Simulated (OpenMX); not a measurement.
**WC (Qusongite) under changes of volume**

One of the cells (10.584 Å³/atom); the others are scaled copies at fixed shape and fractional positions:

```
W C
1.0
     2.92575    0.00000    0.00000
    -1.46287    2.53377    0.00000
     0.00000    0.00000    2.85539
W C
1 1
Cartesian
  0.0000 0.0000 0.0000
  1.4629 0.8446 1.4277
```

| Property | Result |
| --- | --- |
| Program | OpenMX 3.8.5 |
| Functional | PBE |
| Potentials or basis | OpenMX 2013 PBE set, W7.0-s3p2d2f1, C6.0-s2p2d1, fixed grid of 28 × 28 × 32 points |
| k mesh | 11 × 11 × 9 |
| Occupations | fermi-dirac, width 0.05 eV |
| Spin | no spin polarisation |

```tsv
volume (Å³/atom)	energy over the lowest point (meV/atom)	largest force (eV/Å)
9.754	78.17	0.041
9.961	40.40	0.041
10.169	15.62	0.040
10.584	0.00	0.040
10.791	?	?
10.999	22.40	0.039
```

Q: What does the run at 10.791 Å³/atom give?

A: Energy over the lowest point 6.94 meV/atom; largest force 0.039 eV/Å.

Worked out: A Birch-Murnaghan fit of order 3 (a polynomial in V^(-2/3)) to the other rows has its minimum at 10.53 Å³/atom with B0 = V·E''(V) = 380 GPa and B' = 4.4 at fixed shape and positions, which overstates the stiffness. It gives 6.92 meV/atom at 10.791 Å³/atom, against the run's 6.94.

Energies are extrapolated to zero smearing.

Caveats: the basis of atomic orbitals isn't converged, which shifts pressures, moduli and gaps.
